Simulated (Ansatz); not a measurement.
**Nuclear-site quantities of TiS₂ as the cell is scaled**

```
Ti S
1.0
     3.41200    0.00000    0.00000
    -1.70600    2.95488    0.00000
     0.00000    0.00000    5.69500
Ti S
1 2
Direct
  0.00000 0.00000 0.00000
  0.33333 0.66667 0.25000
  0.66667 0.33333 0.75000
```

Atoms are numbered in the order listed.

The conventional cell has a = 3.412 Å, b = 3.412 Å, c = 5.695 Å, α = 90.00°, β = 90.00°, γ = 120.00°. Ti (atom 1) has 6 S at 2.43 Å as nearest neighbours. S (atom 2) is surrounded by 3 Ti at 2.43 Å.

The geometry is COD entry 1537865, unchecked; take it as a test cell. It is an old determination, and later ones may differ.

Theory: Ansatz 0.2.0, DFT, LDA, all-electron PAW with datasets made for the crystal, scalar-relativistic.

The runs use a Γ-centred 12×12×7 k mesh, Fermi–Dirac smearing of 0.05 eV, cutoff 300 eV (chosen by the program for this cell), no spin polarisation.

The contact density is the mean electron density over the nuclear volume; its changes follow the s electrons' response to bonding and compression. Changes below are taken from the unscaled cell, where it is 56466.9 e/Å³ at Ti1, 19624.5 e/Å³ at S2.

Volumes at which the program chose other datasets or cutoffs are left out.

| V/V(cell) | P (GPa) | Δρ(0) Ti1 (e/Å³) | Δρ(0) S2 (e/Å³) |
| --- | --- | --- | --- |
| 0.9900 | -5.4 | ? | ? |
| 1.0000 | -6.3 | 0.00 | 0.00 |
| 1.0100 | -7.1 | -0.06 | ? |
| 1.0200 | -7.9 | -0.12 | 0.12 |

Give the missing entry: row "0.9900", column "Δρ(0) S2 (e/Å³)".

-0.06.

What belongs in the row "1.0100", column "Δρ(0) S2 (e/Å³)"?

0.06.

Give the missing entry: row "0.9900", column "Δρ(0) Ti1 (e/Å³)".

0.06.

The datasets are made afresh for each cell, so very small changes are uncertain.
